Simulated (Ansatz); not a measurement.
A trial cell of Rh, before relaxation:

```
CELL_PARAMETERS angstrom
1.85340 -2.12697 0.00000
1.85340 2.12697 0.00000
0.00000 0.00000 1.24303
ATOMIC_POSITIONS crystal
Rh 0.50000 0.50000 0.00000
```

Method: DFT PBE, scalar-relativistic, plane waves, PAW in Ansatz. Cutoff 420 eV, Gaussian smearing, Γ-centred meshes. Cell and atoms relax first on a coarse mesh and then on a finer one. In between, the cell is made exact in the group found at 0.06 Å. In metals the finer mesh still leaves noise of several meV/atom or more. The steps can't lower the symmetry of their start. No spin polarisation in the relaxation; trial moments died out in a coarse test.

A guess keeps its type if space group and coordination stay and the shape of the cell changes little (axis ratios within about 15 %, angles within 6°); the volume may change.

Question: Will the relaxed cell still be of the starting type?

Answer: It doesn't keep its type. The symmetry goes from Cmmm (No. 65) to P6/mmm (No. 191). The end has the simple hexagonal type. The volume per atom grows by 56.3 %, from 9.8 to 15.3 Å³. The shortest distance goes from 1.24 Å (Rh–Rh) to 2.54 Å (Rh–Rh). Counting neighbours within 15 % of an atom's shortest distance, the start has Rh 2 and the end Rh 8. In detail, at the end Rh has 8 Rh at 2.54–2.64 Å.

```cif
data_structure
_symmetry_space_group_name_H-M 'P6/mmm'
_symmetry_Int_Tables_number 191
_cell_length_a 2.6377
_cell_length_b 2.6377
_cell_length_c 2.5428
_cell_angle_alpha 90.000
_cell_angle_beta 90.000
_cell_angle_gamma 120.000
_cell_volume 15.32
loop_
_atom_site_label
_atom_site_type_symbol
_atom_site_symmetry_multiplicity
_atom_site_Wyckoff_symbol
_atom_site_fract_x
_atom_site_fract_y
_atom_site_fract_z
_atom_site_occupancy
Rh1 Rh 1 a 0.00000 0.00000 0.00000 1
```

Energies count from the standard state of Rh at the same level.

Question: At what energy does it end?

Answer: +0.49 eV/atom. It lies above the standard state, so it could only be metastable.

The last run used a 24×24×22 mesh (in the run's order of axes) for its 1-atom cell and Gaussian smearing of 0.10 eV. A structure relaxed within its symmetry needn't be a true minimum.
